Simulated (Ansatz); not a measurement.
This is a single-point calculation with the PAW code Ansatz on zincblende SnSe; the level of theory is HSE06. The cell was relaxed with r2SCAN and then strained (uniaxial +1.7 % along z, other directions held), with the atoms relaxed again with r2SCAN; k points keep the names of the unstrained zone.

```yaml
crystal:
  lattice:
    - [0.0, 3.3639842963, 3.4211720294]
    - [3.3639842963, 0.0, 3.4211720294]
    - [3.3639842963, 3.3639842963, 0.0]
  atoms:
    - { symbol: Sn, position: [0.0, 0.0, 0.0] }
    - { symbol: Se, position: [0.25, 0.25, 0.25] }
kpoints:
  mp_grid: { grid: [4, 4, 4] }
  band_path:
    path:
      - [0.0, 0.0, 0.0]
      - [-0.5, -0.5, 0.0]
      - [-0.375, -0.375, 0.25]
      - [-0.375, 0.0, 0.375]
      - [0.0, 0.0, 0.5]
      - [-0.5, -0.25, 0.25]
    npoints: 1
hamiltonian:
  xc: hse06
scf:
  occupations: { method: fermi_dirac, width: 0.02 }
  n_extra_bands: 4
output:
  forces: true
  stress: true
  eigenvalues: true
```

In the abridged output below, numbers in square brackets stand for lines, or ends of lines, that were taken out.
```
Functional definition: HSE06
Crystal: 2 atoms, lattice volume = 77.431 Å³
[1]
Bands: 19, of which v1, the nominal top of the filled ones, is band 15 counted from 1 (14 counted from 0)
Symmetry: 8 space group operations
Space group: I-4m2 (ITA 119)
k-points: 13 of 64 (time reversal used)
Exchange kernel: α = 0.2500, screened, ω = 0.2079 Å⁻¹, Wigner–Seitz truncation, v(0) = 1042.4094 eV·Å³, q-mesh 4×4×4
hybrid outer 1: dexx = +9.114e-3 eV, tail = 8.82e-5 eV
hybrid outer 2: dexx = +1.131e-6 eV, tail = 4.44e-8 eV, Δε = 6.20e-3 eV
Free energy (F): -11499.100567 eV
Internal energy: -11499.100559 eV  (E = F + TS)
E sigma→0 (E₀):  -11499.100563 eV
Entropy (-TS):   -0.000008 eV (-0.004 meV/atom)
[2]
--- Stress (GPa, compression-positive) ---
       -0.427117       0.000000       0.000000
        0.000000      -0.427117       0.000000
        0.000000       0.000000      -0.467079
  P = ⅓ Tr σ = -0.4404 GPa (-4.404 kbar)
--- Band table (eV; the first three rows and the last of 13) ---
[3]
```

The rows of the band table are 0: (0, 0, 0) = Γ, 1: (0, 0, 1/4), 2: (0, 0, -1/2) = L, 12: (-1/2, -1/2, 0) = X.

Problem. Give the withheld lines. They hold the Fermi energy and the band table, cutoff and plane waves at Γ.

Solution.
```
[1]
Basis set: ecut = 420 eV, 1467 PW (Γ)
[2]
Fermi energy:    5.325794 eV
[3]
  k-point 0: bands = […, -18.9262, -9.4688, -0.6463, 2.4629, 2.5286, 2.5286, 7.0282, 7.0282, 7.0786, 10.3962]
  k-point 1: bands = […, -18.9260, -9.2349, -1.8433, 2.1746, 2.2357, 2.8952, 7.4138, 7.5457, 7.5788, 11.8586]
  k-point 2: bands = […, -18.9256, -8.9627, -2.7758, 1.9190, 1.9944, 2.7906, 7.8251, 7.8581, 8.9843, 11.9685]
  k-point 12: bands = […, -18.9265, -8.7893, -3.1151, 1.2608, 1.2608, 4.4866, 5.5280, 10.0984, 10.0984, 11.1803]
```
Only the leading digits can be foreseen; the rest is this run's record.

HSE06 gives an indirect gap of 0.33 eV, from W to X (0, -1/2, -1/2); the least direct gap is 1.04 eV at X. The mean stress, -0.4 GPa, is small, and the program warns that its thresholds are loose for a hybrid's stress.

No spin polarisation and no zero-point or thermal motion; the cell was built from a prototype and may be hypothetical.

Spin-orbit coupling is left out, which matters wherever the heavy atoms make up the band edges.

The meshes of the hybrids are coarse, so their gaps aren't converged to the digits shown.
